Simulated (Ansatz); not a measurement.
**Mo: symmetry broken, then relaxed**

Computed with Ansatz 0.2.0, DFT r2SCAN, scalar-relativistic, plane waves, PAW. The runs took a 500 eV cutoff, a Γ-centred 12×12×14 mesh and Gaussian smearing (0.15 eV). No spin polarisation. Energies are free energies at this smearing, counted from the undisturbed cell; pressure is positive in compression.

The starting cell (relaxed at this level):

```
Mo
1.0
     2.74882    0.00000    0.00000
    -1.37441    2.38055    0.00000
     0.00000    0.00000    2.53390
Mo
1
Direct
  0.00000 0.00000 0.50000
```

The cell is strained by (0.0595, -0.0734, 0.0139, 0.0081, -0.1520, 0.0160) (xx, yy, zz, yz, xz, xy; engineering shear). Cell and atoms are then relaxed.

Task: Does the relaxation return to the undisturbed structure?

Result: No. It ends 938.2 meV/atom below it. The disturbance itself cost -133.4 meV/atom. The final space group reads Im-3m (tolerance 0.05 Å) and the volume changes by -5.67 %.

Final structure:

```
Mo
1.0
     3.00533   -0.00027   -0.93530
    -1.50331    2.22524    0.46483
    -0.83732    0.00300    2.59948
Mo
1
Direct
  0.00000 0.00000 0.50000
```

The relaxation, step by step (energy from the first step; small jumps at an unchanged geometry come where the plane waves are selected anew for the new cell):

| step | ΔE (meV/atom) | largest force component (eV/Å) | pressure (GPa) |
| --- | --- | --- | --- |
| 1 | 0.0 | 0.000 | 2.34 |
| 2 | -174.5 | 0.000 | -1.83 |
| 3 | -360.3 | 0.000 | 0.49 |
| 4 | -540.0 | 0.000 | 1.92 |
| 5 | -693.8 | 0.000 | 1.50 |
| 6 | -782.3 | 0.000 | 6.07 |
| 7 | -788.9 | 0.000 | -8.11 |
| 8 | -802.6 | 0.000 | 0.38 |
| 9 | -802.8 | 0.000 | 0.01 |
| 10 | -804.8 | 0.000 | 0.20 |
| 11 | -804.8 | 0.000 | 0.02 |
| 12 | -804.9 | 0.000 | 0.01 |

Frames along the relaxation (Å, eV/Å):

```xyz
1
Lattice="2.912 0.022 -0.209 -1.437 2.195 0.114 -0.193 0.010 2.569" Properties=species:S:1:pos:R:3:forces:R:3 pbc="T T T" step=1
Mo   -0.096    0.005    1.285    0.000    0.000    0.000
1
Lattice="2.956 0.017 -0.342 -1.463 2.211 0.184 -0.313 0.016 2.555" Properties=species:S:1:pos:R:3:forces:R:3 pbc="T T T" step=2
Mo   -0.157    0.008    1.278    0.000    0.000    0.000
1
Lattice="2.953 0.012 -0.464 -1.465 2.204 0.245 -0.422 0.018 2.543" Properties=species:S:1:pos:R:3:forces:R:3 pbc="T T T" step=3
Mo   -0.211    0.009    1.271    0.000    0.000    0.000
1
Lattice="2.947 0.008 -0.590 -1.467 2.207 0.306 -0.534 0.016 2.540" Properties=species:S:1:pos:R:3:forces:R:3 pbc="T T T" step=4
Mo   -0.267    0.008    1.270    0.000    0.000    0.000
1
Lattice="2.975 0.004 -0.725 -1.485 2.209 0.363 -0.654 0.005 2.544" Properties=species:S:1:pos:R:3:forces:R:3 pbc="T T T" step=5
Mo   -0.327    0.003    1.272    0.000    0.000    0.000
1
Lattice="2.982 0.001 -0.854 -1.491 2.218 0.424 -0.769 0.003 2.536" Properties=species:S:1:pos:R:3:forces:R:3 pbc="T T T" step=6
Mo   -0.384    0.001    1.268    0.000    0.000    0.000
1
Lattice="3.029 0.000 -0.937 -1.515 2.263 0.466 -0.839 0.004 2.611" Properties=species:S:1:pos:R:3:forces:R:3 pbc="T T T" step=7
Mo   -0.420    0.002    1.306    0.000    0.000    0.000
1
Lattice="3.011 0.000 -0.934 -1.506 2.220 0.463 -0.836 0.002 2.595" Properties=species:S:1:pos:R:3:forces:R:3 pbc="T T T" step=8
Mo   -0.418    0.001    1.297    0.000    0.000    0.000
1
Lattice="3.004 0.000 -0.932 -1.503 2.225 0.463 -0.835 0.003 2.597" Properties=species:S:1:pos:R:3:forces:R:3 pbc="T T T" step=9
Mo   -0.417    0.001    1.299    0.000    0.000    0.000
1
Lattice="3.004 0.000 -0.932 -1.503 2.225 0.463 -0.835 0.003 2.597" Properties=species:S:1:pos:R:3:forces:R:3 pbc="T T T" step=10
Mo   -0.417    0.001    1.299    0.000    0.000    0.000
1
Lattice="3.005 0.000 -0.935 -1.503 2.225 0.465 -0.837 0.003 2.599" Properties=species:S:1:pos:R:3:forces:R:3 pbc="T T T" step=11
Mo   -0.419    0.002    1.300    0.000    0.000    0.000
1
Lattice="3.005 0.000 -0.935 -1.503 2.225 0.465 -0.837 0.003 2.599" Properties=species:S:1:pos:R:3:forces:R:3 pbc="T T T" step=12
Mo   -0.419    0.002    1.300    0.000    0.000    0.000
```

Cost: 3 runs of about 4 core-minutes in all, on Intel Xeon Platinum 8488C (Sapphire Rapids) (shared hosts).